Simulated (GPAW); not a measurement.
Input of a GPAW 26.7.0 run:

File run.py:

```python
from ase import Atoms
from ase.filters import FrechetCellFilter
from ase.io import write
from ase.optimize import BFGS
from gpaw import GPAW, PW, setup_paths

setup_paths.insert(0, '.')

atoms = Atoms(['Ag', 'Ag'],
              cell=[[2.93, 0.0, 0.0],
                    [-1.465, 2.5374544331, 0.0],
                    [0.0, 0.0, 4.79]],
              scaled_positions=[[0.6666666667, 0.3333333333, 0.75],
                                [0.3333333333, 0.6666666667, 0.25]],
              pbc=True)

calc = GPAW(mode=PW(600),
            xc='PBEsol',
            kpts={'size': (8, 8, 4), 'gamma': True},
            occupations={'name': 'fermi-dirac', 'width': 0.05},
            nbands=31,
            convergence={'density': 1e-05, 'forces': 0.0001},
            maxiter=150,
            txt='gpaw.txt')
atoms.calc = calc
opt = BFGS(FrechetCellFilter(atoms), trajectory='relax.traj', logfile='-')
done = opt.run(fmax=0.02, steps=60)
calc.write('gs.gpw')
write('result.traj', atoms)
print('Converged:', done)
print('Cell:', atoms.cell.cellpar().round(4))
print('Volume:', round(atoms.get_volume(), 4))
print(atoms.get_scaled_positions().round(5))
```

Potentials or basis: PAW data sets generated in the run's folder for this functional, pw.

Command:

```console
$ gpaw-setup -f PBEsol Ag
$ OMP_NUM_THREADS=1 python run.py
```

**Question.** Estimate the space group after relaxing (to 0.05 Å).

**Answer.** P6_3/mmc (No. 194).

**Question.** What does it give for the relaxed cell?

**Answer.** a = 2.887 Å, b = 2.887 Å, c = 4.644 Å, α = 90.00°, β = 90.00°, γ = 120.00°.

Step by step:
| step | energy change (eV) | largest force (eV/Å) | pressure (GPa) | volume (Å³) |
| --- | --- | --- | --- | --- |
| 1 | 0.0000 | 0.0000 | -5.93 | 35.61 |
| 2 | -0.0168 | 0.0000 | -4.73 | 35.11 |
| 3 | -0.0412 | 0.0000 | 0.73 | 33.32 |
| 4 | -0.0418 | 0.0000 | 0.00 | 33.53 |
| 5 | -0.0419 | 0.0000 | -0.01 | 33.53 |
| 6 | -0.0424 | 0.0000 | -0.01 | 33.53 |

Caveat: later steps reuse the first step's grids.
